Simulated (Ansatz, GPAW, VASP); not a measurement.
# W: 3 runs at one level of theory

```
W
1.0
    -1.58234    1.58234    1.58234
     1.58234   -1.58234    1.58234
     1.58234    1.58234   -1.58234
W
1
Cartesian
  0.0000 0.0000 0.0000
```

Alike in all runs: task single point; functional PBE; k mesh 12 × 12 × 12; occupations gaussian, width 0.1 eV; no spin polarisation; no spin-orbit coupling. Pressure is positive in compression and, in plane waves, holds the error of the finite cutoff.

```
                        program and potentials  plane-wave cutoff (eV)                                    notes  band gap (eV)  pressure (GPa)
    GPAW, GPAW PAW data sets (gpaw-data 1.2.1)                     600  14 valence electrons an atom on average         no gap            5.60
                 VASP, PBE PAW files W, 500 eV                     500   6 valence electrons an atom on average         no gap            2.27
Ansatz, all-electron LAPW, scalar-relativistic                       -                                        -         no gap            5.93
```

None finds a gap. The pressure spans 2.27 (VASP, PBE PAW files W, 500 eV) to 5.93 GPa (Ansatz, all-electron LAPW, scalar-relativistic), with all-electron results at 5.93.

Differences between rows come from potentials, basis sets and numerical settings, since the functional is the same but for its coding. Runs on potential files found faulty are left out.

All three runs give a metal, as expected for bcc tungsten, whose 5d band is only partly filled. The Fermi level of this structure is known to lie in a pseudogap between bonding and antibonding d states, which underlies its strong cohesion and stiffness.

The positive pressures mean that the crystal would expand from this cell. Since the cell is close to the measured one, this fits the tendency of PBE to overestimate the lattice constants of 5d metals slightly. Tungsten is so stiff that even 5.93 GPa corresponds to only a small change in lattice constant, and the spread between the runs to a smaller one still.

GPAW, with 14 valence electrons, lies close to the all-electron value, while VASP, with 6, falls well below it. Freezing the 5s and 5p semicore shells, which overlap the 5d shell in space and respond to compression, is a possible reason, alongside the lower plane-wave cutoff. A single volume doesn't establish the equilibrium lattice constant or the bulk modulus.
